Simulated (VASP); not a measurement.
# ZnGeP2 (I-42d) in VASP: notebook, part 2 of 2

VASP 6.6.1.

### Step 3. Relaxation of cell and atoms, PBE+D3(BJ)

This run uses another cell than the first one, of 20.05 Å³/atom, 1.043 times its volume.

INCAR

```
SYSTEM = ZnGeP2
PREC     = Accurate       ! precision mode
ENCUT    = 600            ! plane-wave cutoff, eV
EDIFF    = 1E-6           ! SCF threshold, eV
ISMEAR   = 0              ! smearing method
SIGMA    = 0.03           ! smearing width, eV
LREAL    = .FALSE.        ! projectors in reciprocal space
LASPH    = .TRUE.         ! aspherical terms in the spheres
NELM     = 80             ! most SCF steps
ALGO     = Normal         ! electronic algorithm
ISIF     = 3              ! what is computed and relaxed
LWAVE    = .FALSE.        ! write WAVECAR
LCHARG   = .FALSE.        ! write CHGCAR
GGA      = PE             ! functional
IVDW     = 12             ! dispersion correction
IBRION   = 2              ! ionic algorithm
NSW      = 90             ! ionic steps
EDIFFG   = -0.01          ! ionic threshold
KPAR     = 2
```

KPOINTS

```
regular mesh
0
G
  8 8 8
  0 0 0
```

POSCAR

```
ZnGeP2
1.0
   -2.7300000000      2.7300000000      5.3800000000
    2.7300000000     -2.7300000000      5.3800000000
    2.7300000000      2.7300000000     -5.3800000000
Zn Ge P
2 2 4
Direct
    0.0000000000      0.0000000000      0.0000000000
    0.7500000000      0.2500000000      0.5000000000
    0.5000000000      0.5000000000      0.0000000000
    0.2500000000      0.7500000000      0.5000000000
    0.3750000000      0.3890000000      0.5140000000
    0.6110000000      0.1250000000      0.9860000000
    0.8750000000      0.8610000000      0.4860000000
    0.1390000000      0.6250000000      0.0140000000
```

Potentials or basis: VASP PAW PBE potentials, release 64 (Zn, Ge_d, P).

The run is started by

```console
$ cat potpaw_PBE.64/Zn/POTCAR potpaw_PBE.64/Ge_d/POTCAR potpaw_PBE.64/P/POTCAR > POTCAR
$ mpirun -np 2 vasp_std > vasp.out
```

OUTCAR:

```text
SYSTEM = ZnGeP2
   PREC = Accurate
   ENCUT = 600
   EDIFF = 1E-6
   ISMEAR = 0
   LREAL = .FALSE.
   LASPH = .TRUE.
   NELM = 80
   ISIF = 3
   GGA = PE
   IVDW = 12
   IBRION = 2
   NSW = 90
   EDIFFG = -0.01
 IVDW          = 12

 ion  position               nearest neighbor table
   1  0.000  0.000  0.000-   7 2.40   6 2.40   8 2.40   5 2.40
   2  0.750  0.250  0.500-   6 2.40   5 2.40   7 2.40   8 2.40
   3  0.500  0.500  0.000-   5 2.31   6 2.31   7 2.31   8 2.31
   4  0.250  0.750  0.500-   5 2.31   6 2.31   7 2.31   8 2.31
   5  0.375  0.389  0.514-   3 2.31   4 2.31   2 2.40   1 2.40
   6  0.611  0.125  0.986-   3 2.31   4 2.31   2 2.40   1 2.40
   7  0.875  0.861  0.486-   3 2.31   4 2.31   1 2.40   2 2.40
   8  0.139  0.625  0.014-   3 2.31   4 2.31   1 2.40   2 2.40

  LATTYP: Found a body centered tetragonal cell.
 ALAT       =     5.4600000000
 C/A-ratio  =     1.9706959707

  Lattice vectors:

 A1 = (  -2.7300000000,   2.7300000000,   5.3800000000)
[... 476 lines left out ...]
 fundamental gap:      1.2241989181
 Fermi energy:         4.6847984827

 k-point     1 :       0.0000    0.0000    0.0000
  band No.  band energies     occupation
      1     -20.4040      2.00000
      2     -20.4031      2.00000
      3     -20.4031      2.00000
      4     -20.3977      2.00000
      5     -20.3922      2.00000
      6     -20.3922      2.00000
[... 1186 lines left out ...]
--------------------------------------- Ionic step        9  -------------------------------------------

 number of electron      72.0000021 magnetization

 Free energy of the ion-electron system (eV)
  ---------------------------------------------------
  ext. energy  EPLUGINS =         0.00000000
  ---------------------------------------------------
  free energy    TOTEN  =       -34.50835729 eV

  energy without entropy =      -34.50835729  energy(sigma->0) =      -34.50835729

 E-fermi :   4.5859     XC(G=0):  -9.8969

 val. band max:        4.4613978786   @ k =   0.0000   0.0000   0.0000
 cond. band min:       5.6986300355   @ k =   0.5000   0.5000   0.5000
 fundamental gap:      1.2372321570
 Fermi energy:         4.5859093447

 k-point     1 :       0.0000    0.0000    0.0000
  band No.  band energies     occupation
      1     -20.4042      2.00000
      2     -20.4028      2.00000
      3     -20.4028      2.00000
      4     -20.3979      2.00000
      5     -20.3919      2.00000
      6     -20.3919      2.00000
[... 1134 lines left out ...]
  FREE ENERGIE OF THE ION-ELECTRON SYSTEM (eV)
  ---------------------------------------------------
  free  energy   TOTEN  =       -37.2253012278 eV

  energy  without entropy=      -37.2253012278  energy(sigma->0) =      -37.22530123

 reached required accuracy - stopping structural energy minimisation
```

OSZICAR:

```text
N       E                     dE             d eps       ncg     rms          rms(c)
DAV:   1     0.721223183756E+03    0.72122E+03   -0.36557E+04  6110   0.335E+03
DAV:   2     0.993626628485E+02   -0.62186E+03   -0.60570E+03  5074   0.886E+02
[... 73 lines left out ...]
   8 F= -.37225203E+02 E0= -.37225203E+02  d E =-.238303E-03
       N       E                     dE             d eps       ncg     rms          rms(c)
DAV:   1    -0.345087304213E+02   -0.35162E-03   -0.11209E-02  5428   0.673E-01    0.148E-01
DAV:   2    -0.345084997958E+02    0.23063E-03   -0.49247E-04  6695   0.263E-01    0.905E-02
DAV:   3    -0.345083537416E+02    0.14605E-03   -0.13015E-04  8029   0.155E-01    0.682E-03
DAV:   4    -0.345083573824E+02   -0.36408E-05   -0.43107E-05  5691   0.544E-02    0.554E-03
DAV:   5    -0.345083572858E+02    0.96590E-07   -0.11270E-06  3384   0.903E-03
   9 F= -.37225301E+02 E0= -.37225301E+02  d E =-.336181E-03
```

CONTCAR:

```text
ZnGeP2
   1.00000000000000
    -2.7176520857122899    2.7176520857122899    5.3520154551943060
     2.7176520857122899   -2.7176520857122899    5.3520154551943060
     2.7176520857122899    2.7176520857122899   -5.3520154551943060
  Zn              Ge              P
     2     2     4
Direct
     0.0000000000000000    0.0000000000000000    0.0000000000000000
     0.7500000000000000    0.2500000000000000    0.5000000000000000
     0.5000000000000000    0.5000000000000000    0.0000000000000000
     0.2500000000000000    0.7500000000000000    0.5000000000000000
     0.3750000000000000    0.3780863186164005    0.5030863186164006
     0.6219136813835994    0.1250000000000000    0.9969136813835994
     0.8750000000000000    0.8719136813835994    0.4969136813835995
     0.1280863186164005    0.6250000000000000    0.0030863186164005

  0.00000000E+00  0.00000000E+00  0.00000000E+00
  0.00000000E+00  0.00000000E+00  0.00000000E+00
  0.00000000E+00  0.00000000E+00  0.00000000E+00
  0.00000000E+00  0.00000000E+00  0.00000000E+00
  0.00000000E+00  0.00000000E+00  0.00000000E+00
  0.00000000E+00  0.00000000E+00  0.00000000E+00
  0.00000000E+00  0.00000000E+00  0.00000000E+00
  0.00000000E+00  0.00000000E+00  0.00000000E+00
```

Wall time 46 min (2 MPI ranks of AMD EPYC 7R43 (Zen 3), shared host); peak memory 0.71 GiB.

Results:

```
Free energy                            : -37.2253 eV
Relaxed volume                         : 19.76 Å³/atom
Relaxed cell                           : a = 6.589 Å, b = 6.589 Å, c = 6.589 Å, α = 131.28°, β = 131.28°, γ = 71.37°
Space group after relaxing (to 0.05 Å) : I-42d (No. 122)
Energy gained by relaxing              : 11.0 meV/atom
Ionic steps                            : 9
Pressure after relaxing                : 0.0 GPa
Largest force after relaxing           : 0.007 eV/Å
Band gap on the k mesh                 : 1.24 eV, indirect (least direct gap 1.37 eV)
Dispersion energy per atom             : -0.340 eV
```

Forces on the atoms (eV/Å):
```
Zn   0.000  0.000  0.000
Zn   0.000  0.000  0.000
Ge   0.000  0.000  0.000
Ge   0.000  0.000  0.000
P   -0.007  0.000  0.000
P    0.000  0.007  0.000
P    0.007  0.000  0.000
P    0.000 -0.007  0.000
```

The path:
| step | energy change (eV) | largest force (eV/Å) | pressure (GPa) | volume (Å³) |
| --- | --- | --- | --- | --- |
| 1 | 0.0000 | 0.6796 | -0.65 | 160.39 |
| 2 | -0.0701 | 0.3193 | -0.07 | 158.51 |
| 3 | -0.0852 | 0.0255 | 0.49 | 157.06 |
| 4 | -0.0853 | 0.0450 | 0.50 | 157.16 |
| 5 | -0.0868 | 0.0234 | -0.28 | 158.64 |
| 6 | -0.0873 | 0.0009 | -0.05 | 158.15 |
| 7 | -0.0873 | 0.0002 | 0.01 | 158.13 |
| 8 | -0.0876 | 0.0040 | -0.01 | 158.12 |
| 9 | -0.0877 | 0.0074 | -0.01 | 158.11 |

Final structure:
```xyz
8
Lattice="-2.7177 2.7177 5.3520 2.7177 -2.7177 5.3520 2.7177 2.7177 -5.3520" Properties=species:S:1:pos:R:3 pbc="T T T"
Zn    0.0000    0.0000    0.0000
Zn    0.0000    2.7177    2.6760
Ge    0.0000    0.0000    5.3520
Ge    2.7177    0.0000    2.6760
P     1.3756    1.3588    1.3380
P     1.3588    4.0597   -1.3380
P     1.3421    1.3588    6.6900
P     1.3588   -1.3421    4.0140
```

A k mesh can miss the band edges. Expect the measured gap to be larger: semilocal functionals such as PBE lack the derivative discontinuity.

### Step 4. Relaxation of cell and atoms, PBE+D3(BJ)

This run uses another cell than the first one, of 19.76 Å³/atom, 1.028 times its volume.

INCAR, as its differences from that of step 3:

```diff
@@ -3,3 +3,3 @@
 ENCUT    = 600            ! plane-wave cutoff, eV
-EDIFF    = 1E-6           ! SCF threshold, eV
+EDIFF    = 1E-7           ! SCF threshold, eV
 ISMEAR   = 0              ! smearing method
@@ -17,3 +17,3 @@
 NSW      = 90             ! ionic steps
-EDIFFG   = -0.01          ! ionic threshold
+EDIFFG   = -0.005         ! ionic threshold
 KPAR     = 2
```

KPOINTS is that of step 3.

POSCAR

```
ZnGeP2                                  
1.0
   -2.7176520857      2.7176520857      5.3520154552
    2.7176520857     -2.7176520857      5.3520154552
    2.7176520857      2.7176520857     -5.3520154552
  Zn              Ge              P             
     2     2     4
Direct
     0.0000000000000000    0.0000000000000000    0.0000000000000000
     0.7500000000000000    0.2500000000000000    0.5000000000000000
     0.5000000000000000    0.5000000000000000    0.0000000000000000
     0.2500000000000000    0.7500000000000000    0.5000000000000000
     0.3750000000000000    0.3780863186164005    0.5030863186164006
     0.6219136813835994    0.1250000000000000    0.9969136813835994
     0.8750000000000000    0.8719136813835994    0.4969136813835995
     0.1280863186164005    0.6250000000000000    0.0030863186164005
```

The run is started by

```console
$ cat potpaw_PBE.64/Zn/POTCAR potpaw_PBE.64/Ge_d/POTCAR potpaw_PBE.64/P/POTCAR > POTCAR
$ mpirun -np 2 vasp_std > vasp.out
```

Run time: 17 min. Hardware: 2 MPI ranks of AMD EPYC 7R43 (Zen 3), shared host; peak memory 0.66 GiB.

Results (log left out):

```yaml
Free_energy: -37.2250 eV
Relaxed_volume: 19.76 Å³/atom
Relaxed_cell: a = 6.589 Å, b = 6.589 Å, c = 6.589 Å, α = 131.29°, β = 131.29°, γ = 71.35°
Space_group_after_relaxing_to_0.05_Å: I-42d (No. 122)
Energy_gained_by_relaxing: 0.0 meV/atom
Ionic_steps: 2
Pressure_after_relaxing: 0.0 GPa
Largest_force_after_relaxing: 0.004 eV/Å
Band_gap_on_the_k_mesh: 1.24 eV, indirect (least direct gap 1.37 eV)
Dispersion_energy_per_atom: -0.340 eV
```

Forces on the atoms (eV/Å):
```
Zn   0.000  0.000  0.000
Zn   0.000  0.000  0.000
Ge   0.000  0.000  0.000
Ge   0.000  0.000  0.000
P   -0.004  0.000  0.000
P    0.000  0.004  0.000
P    0.004  0.000  0.000
P    0.000 -0.004  0.000
```

Final structure:
```
Zn Ge P
1.0
    -2.71714    2.71714    5.35288
     2.71714   -2.71714    5.35288
     2.71714    2.71714   -5.35288
Zn Ge P
2 2 4
Direct
  0.00000 0.00000 0.00000
  0.75000 0.25000 0.50000
  0.50000 0.50000 0.00000
  0.25000 0.75000 0.50000
  0.37500 0.37802 0.50302
  0.62198 0.12500 0.99698
  0.87500 0.87198 0.49698
  0.12802 0.62500 0.00302
```

Levels at points of the mesh, in eV from the valence-band top:
```csv
k point,band 34,band 35,band 36,band 37,band 38,band 39
"(0.00, 0.00, 0.00)",-0.08,-0.08,0.00,1.37,1.45,1.61
"(0.50, 0.00, 0.00)",-1.90,-1.67,-0.99,2.42,2.53,2.81
"(0.50, 0.50, 0.00)",-1.22,-0.76,-0.76,1.25,1.25,3.03
"(0.50, 0.50, 0.50)",-1.95,-1.39,-1.39,1.24,1.24,1.47
```

A k mesh can miss the band edges. As with any semilocal functional, this PBE gap is likely too small.
